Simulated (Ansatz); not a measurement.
# BN: response to strain

BN is deformed so: zz strain of +2 %. What stress and forces result, by LAPW, PAW and all-electron datasets made for the crystal?

Program: Ansatz 0.2.0. Level of theory: DFT PBE, scalar-relativistic. These are calculated values, not measurements.

### 1 The structure to begin with

The structure is cubic, space group F-43m (No. 216). Conventional cell: a = 3.615 Å, b = 3.615 Å, c = 3.615 Å, α = 90.00°, β = 90.00°, γ = 90.00°. B (site symmetry -43m) is surrounded by 4 N at 1.57 Å. Around N (site symmetry -43m) lie 4 B at 1.57 Å.

Coordinates:

```xyz
2
Lattice="0.0000 1.8075 1.8075 1.8075 0.0000 1.8075 1.8075 1.8075 0.0000" Properties=species:S:1:pos:R:3 pbc="T T T"
B     0.0000    0.0000    0.0000
N     2.7113    2.7113    2.7112
```

Atoms are numbered in the order of the input: B1, N2.

### 2 The deformed structure

Space group F-43m before, I-4m2 after.

### 3 All-electron LAPW

input.yaml

```yaml
crystal:
  lattice:
    - [0.0, 1.8075, 1.84365]
    - [1.8075, 0.0, 1.84365]
    - [1.8075, 1.8075, 0.0]
  atoms:
    - { symbol: B, position: [0.0, 0.0, 0.0] }
    - { symbol: "N", position: [0.75, 0.75, 0.75] }
kpoints:
  mp_grid: { grid: [13, 13, 13] }
  band_path:
    path:
      - [0.0, 0.0, 0.0]
      - [0.5, 0.0, 0.5]
      - [0.75, 0.25, 0.5]
      - [0.5, 0.5, 0.5]
      - [0.0, 0.0, 0.0]
      - [0.5, 0.5, 0.0]
      - [0.6298539023, 0.6298539023, 0.2597078047]
      - [0.3701460977, 0.3701460977, 0.7402921953]
      - [0.0, 0.0, 0.0]
    npoints: 5
scf:
  occupations: { method: fermi_dirac, width: 0.03 }
hamiltonian:
  xc: pbe
  pseudopotentials: { kind: all_electron, lapw: { basis_error: 0.001 } }
output:
  forces: true
  stress: true
  eigenvalues: true
```

Started as:

```
> ansatz run input.yaml --threads 1 --pin off --max-ram 3072MiB --backend cpu --events-out ev --progress --plain --runs-dir out
```

### 4 Frozen-core PAW

input.yaml

```yaml
crystal:
  lattice:
    - [0.0, 1.8075, 1.84365]
    - [1.8075, 0.0, 1.84365]
    - [1.8075, 1.8075, 0.0]
  atoms:
    - { symbol: B, position: [0.0, 0.0, 0.0] }
    - { symbol: "N", position: [0.75, 0.75, 0.75] }
kpoints:
  mp_grid: { grid: [13, 13, 13] }
scf:
  occupations: { method: fermi_dirac, width: 0.03 }
hamiltonian:
  xc: pbe
  pseudopotentials: { kind: paw }
output:
  forces: true
  stress: true
  eigenvalues: true
  efg: { contact_densities: true }
```

### 5 Datasets made for this crystal

input.yaml, as its differences from that of step 4:

```diff
@@ -14,3 +14,3 @@
   xc: pbe
-  pseudopotentials: { kind: paw }
+  pseudopotentials: { kind: all_electron, datasets: crystal }
 output:
```

(Steps that only read results are left out.)

What does the calculation give? Wanted: pressure; largest shear or deviatoric stress.

As calculated:

| quantity | value |
| --- | --- |
| pressure | LAPW -4.29, PAW -4.28, crystal datasets -4.29 GPa |
| largest shear or deviatoric stress (LAPW) | 8.20 GPa |

What this shows: The largest part of the stress beyond the pressure is 8.20 GPa in size, in the zz component; the atoms are carried along and not relaxed. No run of the undeformed cell stands beside it, so the pressure holds what the given cell had before the change. PAW: stress within 0.03 GPa of LAPW. Crystal datasets: stress within 0.01 GPa of LAPW.
